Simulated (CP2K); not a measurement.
Runs of CP2K 2026.2 on GaP. It takes space group F-43m (No. 216, cubic). Conventional cell: a = 5.451 Å, b = 5.451 Å, c = 5.451 Å, α = 90.00°, β = 90.00°, γ = 90.00°. Ga (site symmetry -43m) is surrounded by 4 P at 2.36 Å. Around P (site symmetry -43m) lie 4 Ga at 2.36 Å. 

```tsv
task	level	potentials or basis	spin	k points reduced by the point group	hirshfeld SHAPE_FUNCTION	VORONOI_RADII	CUTOFF of the grids	points a segment of the path (NPOINTS)	gap on the mesh (eV)	pressure (GPa)
atomic charges	revPBE	POTENTIAL_UZH Ga GTH-PBE-q13, P GTH-PBE-q5; TZVP-MOLOPT-PBE-GTH basis	off	yes	GAUSSIAN	UNITY	675 Ry	-	1.73	4.1
band structure	HLE16	GTH_POTENTIALS Ga GTH-PBE-q13, P GTH-PBE-q5; DZVP-MOLOPT-SR-GTH basis	off	yes	-	-	450 Ry	8	2.22	-10.0
band structure	HLE16	GTH_SOC_POTENTIALS Ga GTH-PBE-q13, P GTH-PBE-q5; DZVP-MOLOPT-SR-GTH basis	SOC, no magnetisation	-	-	-	450 Ry	8	-	-10.0
atomic charges	PW91	POTENTIAL_UZH Ga GTH-PBE-q13, P GTH-PBE-q5; TZVP-MOLOPT-PBE-GTH basis	off	yes	GAUSSIAN	UNITY	675 Ry	-	(a)	2.8
atomic charges	AM05	POTENTIAL_UZH Ga GTH-PBE-q13, P GTH-PBE-q5; TZVP-MOLOPT-PBE-GTH basis	off	yes	GAUSSIAN	UNITY	675 Ry	-	(b)	0.5
```

Alike in all rows: cell as given; k mesh 8 × 8 × 8; smearing fermi-dirac 0.05 eV.

Problem. Estimate the missing entries.

Solution. (a) 1.65; (b) 1.57.

Caveats: the potentials were made for another functional, which shifts forces and pressure; the basis of atomic orbitals isn't converged, which shifts pressures, moduli and gaps; the potentials were made for a functional far from this one (some runs).

A k mesh can miss the band edges, and rows without SOC leave out spin-orbit coupling on Ga.

Runs at the PBE level aren't shown here.
